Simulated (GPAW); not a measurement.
Wanted: an ASE script for a GPAW 26.7.0 run.

```yaml
Task: relaxation of cell and atoms
Functional: PBEsol
Potentials_or_basis: PAW data sets generated in the run's folder for this functional
Cutoff: 800 eV
Basis: pw
k_mesh: 13 × 13 × 13
Occupations: fermi-dirac, width 0.05 eV
Spin: no spin polarisation
Maxiter: 150
Optimizer: BFGS
Fmax: 0.02 eV/Å
Max_steps: 60
Convergence: density=1e-05 forces=0.0001
```

C:

```
CELL_PARAMETERS angstrom
0.00000 1.78337 1.78337
1.78337 0.00000 1.78337
1.78337 1.78337 0.00000
ATOMIC_POSITIONS crystal
C 0.75000 0.75000 0.75000
C 0.50000 0.50000 0.50000
```

This isn't the form of C at room conditions, which is graphite.

These files were run (other wordings do the same):

run.py

```python
from ase import Atoms
from ase.filters import FrechetCellFilter
from ase.io import write
from ase.optimize import BFGS
from gpaw import GPAW, PW, setup_paths

setup_paths.insert(0, '.')

atoms = Atoms(['C', 'C'],
              cell=[[0.0, 1.78337, 1.78337],
                    [1.78337, 0.0, 1.78337],
                    [1.78337, 1.78337, 0.0]],
              scaled_positions=[[0.75, 0.75, 0.75],
                                [0.5, 0.5, 0.5]],
              pbc=True)

calc = GPAW(mode=PW(800),
            xc='PBEsol',
            kpts={'size': (13, 13, 13), 'gamma': True},
            occupations={'name': 'fermi-dirac', 'width': 0.05},
            nbands=11,
            convergence={'density': 1e-05, 'forces': 0.0001},
            maxiter=150,
            txt='gpaw.txt')
atoms.calc = calc
opt = BFGS(FrechetCellFilter(atoms), trajectory='relax.traj', logfile='-')
done = opt.run(fmax=0.02, steps=60)
calc.write('gs.gpw')
write('result.traj', atoms)
print('Converged:', done)
print('Cell:', atoms.cell.cellpar().round(4))
print('Volume:', round(atoms.get_volume(), 4))
print(atoms.get_scaled_positions().round(5))
```

Potentials or basis: PAW data sets generated in the run's folder for this functional, pw.

Run with:

```bash
$ gpaw-setup -f PBEsol C
$ OMP_NUM_THREADS=1 python run.py
```

It gave:

| Quantity | Value |
| --- | --- |
| Relaxed volume | 5.61 Å³/atom |
| Relaxed cell | a = 2.512 Å, b = 2.512 Å, c = 2.512 Å, α = 60.00°, β = 60.00°, γ = 60.00° |
| Space group after relaxing (to 0.05 Å) | Fd-3m (No. 227) |
| Energy gained by relaxing | 0.8 meV/atom |
| Ionic steps | 3 |
| Pressure after relaxing | 0.0 GPa |
| Band gap on the k mesh | 4.04 eV, indirect (least direct gap 5.58 eV) |

Caveat: later steps reuse the first step's grids; an odd mesh through Γ misses points on the zone boundary, where band edges often lie.

Wall time 27 s on 1 thread of Arm Neoverse V2, on a shared host, peak memory 0.16 GiB.
